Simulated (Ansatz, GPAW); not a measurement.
# Ballistic transport through CN in line between two Al chains, from relaxation to T(E), part 2 of 4

Wanted: T(E) of CN in line between two Al chains at a relaxed geometry in two programs, beside the unrelaxed structure.

GPAW 26.7.0 and Ansatz 0.2.0; Ansatz plane waves; relaxation of the junction with the lead ends held; PAW set soft_1 (the session's first sound run).

So far. Step 2 (Relaxation): The relaxation lowered the energy of the cell by 1.09 eV.

### 3. Plane-wave reference (PBE)

Plane waves give the reference curve, free of the bias of atom-centred orbitals.

This step: Ansatz plane waves; Landauer transmission by layers, zero bias; PAW set soft_1 (Ansatz 0.2.0).

The input, input.yaml:

```yaml
crystal:
  lattice:
    - [9.0, 0.0, 0.0]
    - [0.0, 9.0, 0.0]
    - [0.0, 0.0, 35.8667]
  atoms:
    - { symbol: Al, position: [0.5, 0.5, 0.033457218] }
    - { symbol: Al, position: [0.5, 0.5, 0.1003716539] }
    - { symbol: Al, position: [0.5, 0.5, 0.1672860899] }
    - { symbol: Al, position: [0.5, 0.5, 0.2342005258] }
    - { symbol: Al, position: [0.5, 0.5, 0.3011149618] }
    - { symbol: Al, position: [0.4397823946, 0.4482539764, 0.3708602492] }
    - { symbol: Al, position: [0.5719922319, 0.5347401866, 0.431775961] }
    - { symbol: C, position: [0.4998076982, 0.4911612884, 0.4844159238] }
    - { symbol: "N", position: [0.4944868918, 0.4904264587, 0.5176532687] }
    - { symbol: Al, position: [0.4573033579, 0.5503539111, 0.5681995564] }
    - { symbol: Al, position: [0.5391533161, 0.4059208634, 0.6304027429] }
    - { symbol: Al, position: [0.5, 0.5, 0.6988850382] }
    - { symbol: Al, position: [0.5, 0.5, 0.7657994742] }
    - { symbol: Al, position: [0.5, 0.5, 0.8327139101] }
    - { symbol: Al, position: [0.5, 0.5, 0.8996283461] }
    - { symbol: Al, position: [0.5, 0.5, 0.966542782] }
kpoints:
  mp_grid: { grid: [1, 1, 2] }
hamiltonian:
  xc: pbe
  pseudopotentials: { kind: paw, azcp: { folder: soft_1 } }
scf:
  occupations: { method: fermi_dirac, width: 0.1 }
output:
  transmission:
    leads: [[0, 1]]
    e_range: [-2, 2]
    de: 0.025
    kmesh: [1, 1]
    reduced_basis: true
  write_potential: true
  write_density: true
  volumetric_format: npy
```

Run with:

```console
$ ansatz run input.yaml --threads 4 --pin off --max-ram 8192MiB --backend cpu --events-out ev --progress --plain --runs-dir out
```

Numbers of over 12 decimals in the logs are rounded to 6 here.

The log of the run:

```text
[...]
Crystal: 16 atoms, lattice volume = 2905.203 Å³
Basis set: ecut = 420 eV, 56771 PW (Γ)
Bands: 42, of which v1, the nominal top of the filled ones, is band 26 counted from 1 (25 counted from 0)
Symmetry: 1 space group operations
[...]
k-points: 2
[...]
SCF iter   1: F=—  HF=-8138.617886 eV  |F-HF|=—  |Δ(HF+E_count)|=         —  Δρ=2.38e-2  dr2=4.08e1  ethr=3.10e-3  ⟨swp⟩=7.0  Hψ=459  notcnv=0
[...]
SCF iter  11: F=-8133.334170 eV  HF=-8133.334170 eV  |F-HF|=4.04e-8  |Δ(HF+E_count)|=   6.91e-8  Δρ=8.02e-7  dr2=7.57e-8  ethr=1.96e-10  ⟨swp⟩=11.5  Hψ=353  notcnv=0
SCF 1 converged in 11 iterations: F = -8133.334170 eV  dr2 = 7.57e-8
[...]
transmission: 45 of 270 steps passed
transmission: 90 of 270 steps passed
[...]
transmission: 270 of 270 steps passed
WARN: The output density's exchange-correlation potential varies sharply where the density is thin. Do not read a vacuum level from v_tot or v_xc, or from such a field of the output density. On a cell that repeats whose density bears no net charge and no dipole along the vacuum's axis use v_es (v_loc + v_h of the components); under efield.dipole_correction with no amplitude use v_es + v_field, which holds any externa [...]
SCF converged after 11 iterations
Free energy (F): -8133.334170 eV
[...]
Internal energy: -8132.660540 eV  (E = F + TS)
E sigma→0 (E₀):  -8132.997355 eV
Entropy (-TS):   -0.673630 eV (-42.102 meV/atom)
Fermi energy:    -2.986956 eV
[...]
--- Band table (eV) ---
  k-point 0: bands = [... 22 lower, -3.2071, -3.2026, -3.0871, -3.0702, -2.7881, -2.7645, -2.6973, -2.6612, ... 12 higher]
  k-point 1: bands = [... 22 lower, -3.2312, -3.2250, -3.0220, -3.0111, -2.9147, -2.8816, -2.5107, -2.4712, ... 12 higher]
--- Transmission ---
  basis      : 717 plane waves across, 45 finite elements along
  points     : 1, standing for a mesh of 1 x 1
  filling    : by the input's occupations and mesh, since the crystals that have channels conduct as metals do. If one of these is a semiconductor, that mesh has misplaced its level
  energies   : 161 from -2.000000 to 2.000000 eV about the Fermi level, 0.025000 eV apart; the leads are filled to 0.000000 eV, and channels, transmission and decay are at 0.000000 eV
  crystal 0  : Al1, at the sites [0, 1], period 2.4000 Å, over 24.00 Å; its Hamiltonian steps by up to 4.0 meV
    offset         : up to 0.0000 Å between an atom of the period and one for which it stands
    filled         : 13.9 meV over the level at which it is neutral
    channels       : 2.000000e0 a spin
    conductance    : 1.9131e14 S/m² at 300 K; may be off by some 0.0 % by where its bands' edges are placed, 0.0 % from the distance to neutral
  junction   : crystal 0 to crystal 0, 0.70 to 34.16 Å
    transmission   : 7.392978e-1 a spin
    error estimate : 4.392155e-4 a spin from the reduction of the transverse basis, at the most 1.172609e-3 at 0.875000 eV
    conductance    : 7.0553e13 S/m² at 300 K (7.0554e13 on every other energy)
    error estimate : 0.0 % from the energy spacing and 0.0 % from band edges of the leads and from resonances (wavevectors taken as independent; lower de), 0.1 % from the reduction of the transverse basis, 3.2 % from the steps of its leads' Hamiltonians or their offsets (lay more layers), 5.6 % from the distance to neutral
    resistance     : 8.9466e-3 Ω µm² beyond half of each lead's own
```

It took 44 s on 4 threads of Arm Neoverse V1, shared host; peak memory 2.2 GiB.

Numbers from this step:

| Property | Result |
| --- | --- |
| free energy | -8133.3342 eV |
| lead level | 0 eV from the Fermi level |
| transmission at the Fermi level (one spin) | 0.7393 |
| open channels of the lead at the Fermi level (one spin) | 2 |
| step of the potential along the lead | 4 meV |
| offset of the lead | 0 Å |
| filling of the lead less its bulk value, in size | 13.9 meV |
| conductance | 0.7376 G₀ |

One spin. Transmission, zone mean against energy, zero at the Fermi level:

```
energy (eV)  transmission, zone mean
     -2.000                    0.121
     -1.900                   0.0936
     -1.800                   0.0649
     -1.700                   0.0408
     -1.600                   0.0234
     -1.500                   0.0121
     -1.400                  0.00531
     -1.300                  0.00135
     -1.200                        0
     -1.100                        0
     -1.000                        0
     -0.900                        0
     -0.800                        0
     -0.700                        0
     -0.600                        0
     -0.500                        0
     -0.400                        0
     -0.300                   0.0479
     -0.200                    0.184
     -0.100                    0.437
      0.000                    0.739
      0.100                     1.03
      0.200                     1.26
      0.300                     1.43
      0.400                     1.54
      0.500                     1.62
      0.600                     1.68
      0.700                     1.73
      0.800                     1.76
      0.900                     1.74
      1.000                     1.65
      1.100                     1.58
      1.200                     1.52
      1.300                     1.48
      1.400                     1.45
      1.500                     1.42
      1.600                     1.40
      1.700                     1.38
      1.800                     1.34
      1.900                     1.28
      2.000                     1.20
```

One spin. The open channels, zone mean by energy, zero at the Fermi level:

energy (eV), open channels, zone mean and a bar:
```
   -2.000       1.00 ##########
   -1.900       1.00 ##########
   -1.800       1.00 ##########
   -1.700       1.00 ##########
   -1.600       1.00 ##########
   -1.500       1.00 ##########
   -1.400       1.00 ##########
   -1.300       1.00 ##########
   -1.200       0.00 
   -1.100       0.00 
   -1.000       0.00 
   -0.900       0.00 
   -0.800       0.00 
   -0.700       0.00 
   -0.600       0.00 
   -0.500       0.00 
   -0.400       0.00 
   -0.300       2.00 ####################
   -0.200       2.00 ####################
   -0.100       2.00 ####################
    0.000       2.00 ####################
    0.100       2.00 ####################
    0.200       2.00 ####################
    0.300       2.00 ####################
    0.400       2.00 ####################
    0.500       2.00 ####################
    0.600       2.00 ####################
    0.700       2.00 ####################
    0.800       2.00 ####################
    0.900       2.00 ####################
    1.000       3.00 ##############################
    1.100       3.00 ##############################
    1.200       3.00 ##############################
    1.300       3.00 ##############################
    1.400       3.00 ##############################
    1.500       3.00 ##############################
    1.600       3.00 ##############################
    1.700       3.00 ##############################
    1.800       3.00 ##############################
    1.900       3.00 ##############################
    2.000       3.00 ##############################
```

Crystal 0, spin -, k parallel (0, 0); distinct values, listed up to 1.5 1/Å. Table of Im kz of the slowest decaying states by energy, zero at the Fermi level:

```
energy (eV)  decay 1 (Å⁻¹)  decay 2 (Å⁻¹)  decay 3 (Å⁻¹)  decay 4 (Å⁻¹)
     -2.000          0.672          0.672           1.15           1.26
     -1.800          0.628          0.629           1.13           1.24
     -1.600          0.582          0.582           1.10           1.22
     -1.400          0.531          0.532           1.08           1.20
     -1.200         0.0370          0.475          0.476           1.06
     -1.000         0.0792          0.412          0.412           1.03
     -0.800         0.1000          0.337          0.337           1.00
     -0.600          0.112          0.239          0.240          0.978
     -0.400         0.0322         0.0356          0.119          0.951
     -0.200          0.121          0.923           1.06           1.14
      0.000          0.119          0.894           1.03           1.12
      0.200          0.112          0.864           1.01           1.09
      0.400          0.101          0.833          0.980           1.07
      0.600         0.0832          0.801          0.952           1.05
      0.800         0.0525          0.767          0.924           1.02
      1.000          0.732          0.896          0.994           1.08
      1.200          0.695          0.866          0.967           1.06
      1.400          0.656          0.835          0.940           1.03
      1.600          0.614          0.803          0.911           1.00
      1.800          0.570          0.769          0.882          0.977
      2.000          0.521          0.734          0.851          0.950
```

Crystal 0, spin -, k parallel (0, 0). Table of Re kz of states that move upwards by energy, zero at the Fermi level:

```
energy (eV)  channel 1 (Å⁻¹)  channel 2 (Å⁻¹)  channel 3 (Å⁻¹)
     -2.000             1.13                -                -
     -1.900             1.15                -                -
     -1.800             1.16                -                -
     -1.700             1.18                -                -
     -1.600             1.20                -                -
     -1.500             1.22                -                -
     -1.400             1.24                -                -
     -1.300             1.27                -                -
     -1.200                -                -                -
     -1.100                -                -                -
     -1.000                -                -                -
     -0.900                -                -                -
     -0.800                -                -                -
     -0.700                -                -                -
     -0.600                -                -                -
     -0.500                -                -                -
     -0.400                -                -                -
     -0.300            0.164            0.165                -
     -0.200            0.235            0.235                -
     -0.100            0.288            0.289                -
      0.000            0.334            0.334                -
      0.100            0.373            0.374                -
      0.200            0.409            0.410                -
      0.300            0.442            0.443                -
      0.400            0.473            0.473                -
      0.500            0.502            0.502                -
      0.600            0.529            0.530                -
      0.700            0.555            0.556                -
      0.800            0.580            0.580                -
      0.900            0.604            0.604                -
      1.000            -1.26            0.627            0.627
      1.100            -1.24            0.649            0.649
      1.200            -1.22            0.670            0.670
      1.300            -1.20            0.691            0.691
      1.400            -1.19            0.711            0.711
      1.500            -1.17            0.731            0.731
      1.600            -1.16            0.750            0.750
      1.700            -1.15            0.768            0.768
      1.800            -1.13            0.786            0.786
      1.900            -1.12            0.804            0.804
      2.000            -1.11            0.821            0.822
```

The electrostatic potential energy of an electron (with the applied field's), less the Fermi level, planar mean oscillates, so the rows of the table below give means over windows of 2.39 Å about each position, cut where the curve ends. Its first 14 maxima inside the range that stand out by 2 % of the span (Å: eV): 1.2: 3.19, 2.4: 3.82, 3.6: 3.18, 4.8: 3.82, 6.0: 3.19, 7.2: 3.83, 8.4: 3.18, 9.6: 3.75, 12.1: 3.70, 13.3: 3.04, 14.3: 3.5, 16.6: 3.49, 17.9: 3.33, 19.3: 3.40. Its first 14 minima: 0.9: 3.16, 1.5: 3.16, 3.3: 3.15, 3.9: 3.15, 5.7: 3.16, 6.3: 3.16, 8.1: 3.15, 8.7: 3.14, 11.1: 3.03, 13.0: 3.00, 13.6: 3.00, 15.8: 2.92, 17.3: 2.79, 18.5: 2.91.

The electrostatic potential energy of an electron (with the applied field's), less the Fermi level, planar mean by z; means over each step:

z (Å), electrostatic potential energy of an electron (with the applied field's), less the Fermi level, planar mean (eV) and a bar from the least value:
```
     1.20       3.41 ##############################
     3.58       3.41 ##############################
     5.97       3.41 ##############################
     8.36       3.39 ############################
    10.75       3.29 ####################
    13.14       3.24 ################
    15.53       3.17 ##########
    17.92       3.08 ##
    20.31       3.05 
    22.70       3.17 ##########
    25.09       3.27 ##################
    27.48       3.38 ############################
    29.87       3.41 ##############################
    32.26       3.40 #############################
    34.65       3.39 ############################
```

The valence density, planar mean oscillates, so the rows of the table below give means over windows of 2.39 Å about each position, cut where the curve ends. Its maxima inside the range that stand out by 2 % of the span (Å: e/Å³): 2.4: 0.0176, 4.8: 0.0176, 7.0: 0.0176, 9.4: 0.0176, 11.7: 0.0161, 14.5: 0.0197, 18.5: 0.0586, 21.2: 0.0190, 24.2: 0.0165, 26.5: 0.0176, 28.8: 0.0176, 31.1: 0.0176, 33.5: 0.0176. Its minima: 1.2: 0.0126, 3.6: 0.0126, 6.0: 0.0126, 8.4: 0.0128, 10.8: 0.0127, 13.2: 0.0133, 15.8: 0.0132, 20.0: 0.0123, 22.7: 0.0137, 25.1: 0.0128, 27.5: 0.0128, 29.9: 0.0126, 32.3: 0.0126, 34.7: 0.0126.

Table of valence density, planar mean by z; means over each step:

```
z (Å)  valence density, planar mean (e/Å³)
 1.20                               0.0154
 3.58                               0.0154
 5.97                               0.0154
 8.36                               0.0156
10.75                               0.0151
13.14                               0.0156
15.53                               0.0171
17.92                               0.0441
20.31                               0.0169
22.70                               0.0157
25.09                               0.0152
27.48                               0.0156
29.87                               0.0154
32.26                               0.0154
34.65                               0.0153
```

The largest of the program's own error estimates on the conductance is 5.6 %. T at the Fermi level is 0.739 of 2 open channels a spin.

(Continued in part 3 of 4.)

[Logs are printed without paths, hosts, clocks, repeated set-up lines and the standing remarks that a program may print on its own settings, such as how far it seeks lower states.]

[Hosts, paths, dates, database ids (printed as entryN), source tags and the programs' standing remarks are cut or masked in the printed files.]
